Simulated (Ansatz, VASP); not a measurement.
**CdTe: VASP beside Ansatz**

```
Cd Te
1.0
     3.01973    3.01973    0.00000
    -3.01973    3.01973    0.00000
     0.00000    3.01973    3.01973
Cd Te
1 1
Direct
  0.00000 0.00000 0.00000
  0.75000 0.25000 0.50000
```

Alike in both runs: functional PBEsol; k mesh 6 × 6 × 6; no spin polarisation.

Ansatz relaxed the structure, and its values are those at the end. VASP's run is a single point on that final structure, the one shown.

|  | VASP | Ansatz |
| --- | --- | --- |
| version | VASP 6.6.1 | Ansatz 0.2.0 |
| potentials or method | VASP PAW PBE potentials, release 64 (Cd, Te) | PAW with Ansatz's default frozen-core files, scalar-relativistic |
| plane-wave cutoff (eV) | 520 | 420 |
| occupations | gaussian, width 0.01 eV | fixed |
| valence electrons in the cell | 18 | 36 |

|  | VASP | Ansatz | Ansatz less VASP |
| --- | --- | --- | --- |
| pressure (GPa) | 15.4 | 15.0 | -0.39 |

The two sets of potentials don't hold the same shells in valence.

Caveats: so large a pressure means that the cell lies far from this level's equilibrium, or that cutoff or potentials fall short (VASP); the potentials were made for another functional, which shifts forces and pressure (VASP).
